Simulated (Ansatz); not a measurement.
Computed with DFT PBE, scalar-relativistic, plane waves, PAW (Ansatz 0.2.0). All cells share a 420 eV cutoff and Γ-centred k meshes spaced at most about 0.3 Å⁻¹ (about 0.25 or finer for metals, 2π included). No spin polarisation.

Temperature and zero-point effects are left out.

Two relaxed structures of CdSe4:

A.

Space group I4/mmm (No. 139). a = 5.574 Å, b = 5.574 Å, c = 8.799 Å, α = 90.00°, β = 90.00°, γ = 90.00°
```csv
atom,site,symmetry,x,y,z
Cd,2b,4/mmm,0.5000,0.5000,0.0000
Se,8f,..2/m,0.7500,0.7500,0.2500
```

B.

Space group Pmm2 (No. 25). a = 4.074 Å, b = 8.269 Å, c = 5.498 Å, α = 90.00°, β = 90.00°, γ = 90.00°
| atom | site | symmetry | x | y | z |
| --- | --- | --- | --- | --- | --- |
| Cd | 1c | mm2 | 0.5000 | 0.0000 | 0.6430 |
| Se | 2g | m.. | 0.0000 | 0.8493 | 0.1189 |
| Se | 2g | m.. | 0.0000 | 0.2156 | 0.5444 |

Task: Which is lower in energy, and by how much?

Result: B is lower, by 87 meV/atom. A has space group I4/mmm (No. 139), 27.3 Å³/atom and no gap on its mesh; B has space group Pmm2 (No. 25), 37.0 Å³/atom and no gap. Counting Se atoms around Cd (those within 1.25 times the shortest such distance or 1.15 times the sum of covalent radii, 1.27 where that leaves under three), A has Cd 8 and B has Cd 4. B holds Se–Se units of three or more atoms (shortest 2.40 Å); in A the shortest Se–Se distance is 2.79 Å, near bonding range too. In A, around Cd lie 8 Se at 2.95 Å; Se is surrounded by 4 Se at 2.79 Å and 2 Cd at 2.95 Å. In B, Cd is surrounded by 4 Se at 2.76 Å; Se on its first site has 2 Se at 2.40–2.49 Å; around Se on its second site lie 1 Se at 2.40 Å and 2 Cd at 2.76 Å. Both come from invented guesses. The lowest form computed isn't among them: it has space group P2_1/c (No. 14), 29.9 Å³/atom and lies 38 meV/atom below the best shown.

Weakly bound directions are ill-defined at this level, which has no dispersion term (Pmm2), and this can change margins and order among such cells. Cells relaxed within their symmetry can be saddle points. Some candidate types were left out of the draw beforehand, so a known form may be missing.
